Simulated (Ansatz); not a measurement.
## How settings move the G0W0 gap of LiCl (zincblende)

LiCl in the zincblende structure, relaxed with r2SCAN; one-shot G0W0 in Ansatz without spin-orbit coupling. Spin-unpolarised throughout. Whether this structure exists isn't addressed.

```yaml
crystal:
  lattice:
    - [0.00000, 2.73304, 2.73304]
    - [2.73304, 0.00000, 2.73304]
    - [2.73304, 2.73304, 0.00000]
  atoms:
    - { symbol: Li, position: [0.00000, 0.00000, 0.00000] }
    - { symbol: Cl, position: [0.25000, 0.25000, 0.25000] }
```

Gaps are read over the mesh points alone. G0W0 here is at a finite number of bands, screening cutoff and k mesh, not at the basis limit.
```
 start       potentials      frequency model   mesh  empty bands  screening cutoff (eV)  Kohn-Sham gap (eV)  G0W0 gap (eV)
   PBE              PAW  contour deformation  6×6×6           92                    100                6.05           8.64
   PBE              PAW  contour deformation  6×6×6          223                    180                6.05           8.82
   PBE              PAW  contour deformation  6×6×6          434                    260                6.05           8.90
 HSE06              PAW  contour deformation  6×6×6          223                    180                7.39           9.43
r2SCAN              PAW  contour deformation  6×6×6          223                    180                6.71           9.18
  PBE0              PAW  contour deformation  6×6×6          223                    180                8.11           9.64
   PBE              PAW     Godby-Needs pole  6×6×6          223                    180                6.05           8.76
   PBE              PAW  contour deformation  8×8×8           66                     80                6.05           8.56
   PBE  norm-conserving  contour deformation  6×6×6          223                    180                6.05           8.83
```

The quasiparticle gap on this mesh is 8.90 eV (direct at Γ), against 6.05 eV from PBE: +2.85 eV. Renormalisation factors Z lie between 0.80 and 0.86.

Raising bands and cutoff together moves the gap by +0.18 eV (100 to 180 eV), then +0.08 eV (180 to 260 eV); the last step is still large, so the basis limit isn't reached. Starting from HSE06 (7.39 eV against PBE's 6.05 eV) gives 9.43 eV, +0.61 eV from G0W0@PBE at the same screening cutoff. Starting from r2SCAN (6.71 eV against PBE's 6.05 eV) gives 9.18 eV, +0.36 eV from G0W0@PBE at the same screening cutoff. Starting from PBE0 (8.11 eV against PBE's 6.05 eV) gives 9.64 eV, +0.82 eV from G0W0@PBE at the same screening cutoff. The Godby-Needs plasmon pole differs from contour deformation by -0.06 eV. Norm-conserving potentials (wave cutoff 1034 eV against 420 eV) shift the quasiparticle gap by +0.01 eV and the PBE gap by 0.00 eV. r2SCAN runs take a wave cutoff of 500 eV.
